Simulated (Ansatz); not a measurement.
YN: computed properties

Computed with DFT PBEsol, scalar-relativistic, plane waves, PAW in Ansatz.

Settings: cutoff 420 eV, Γ-centred mesh 12×12×12 on the computed 2-atom cell, Gaussian smearing of 0.01 eV; no spin polarisation.

The structure is relaxed at this level of theory with its symmetry kept.

```yaml
crystal:
  lattice:
    - [0.00000, 2.42816, 2.42816]
    - [2.42816, 0.00000, 2.42816]
    - [2.42816, 2.42816, 0.00000]
  atoms:
    - { symbol: Y, position: [0.00000, 0.00000, 0.00000] }
    - { symbol: N, position: [0.50000, 0.50000, 0.50000] }
```

| Item | Value |
| --- | --- |
| Space group | Fm-3m (No. 225) |
| Volume per atom | 14.32 Å³ |
| Formation energy from the elements' standard states (uncorrected) | -1.848 eV/atom |
| Kohn–Sham band gap | 0.08 eV, indirect from Γ to X |
| Löwdin character of the top 1 eV of the valence band | N 2p 80 %, Y 4d 16 % |
| Löwdin character of the lowest 1 eV of the conduction band | Y 4d 79 %, N 2p 19 % |
| Electron masses at the edge by Cartesian direction of the standard setting (m_e; degenerate bands sorted by energy; no spin-orbit coupling) | x: 1.3; y: 0.087; z: 0.087 |
| Hole masses at the edge by Cartesian direction of the standard setting (m_e; degenerate bands sorted by energy; no spin-orbit coupling) | x: 0.99, 0.99, 0.16; y: 0.99, 0.99, 0.16; z: 0.99, 0.99, 0.16 |
| Bulk modulus | 171 GPa |
| Its pressure derivative | 4.2 |
| Bader charges (e) | Y (1 in the cell) 1.86, N (1 in the cell) -1.86 |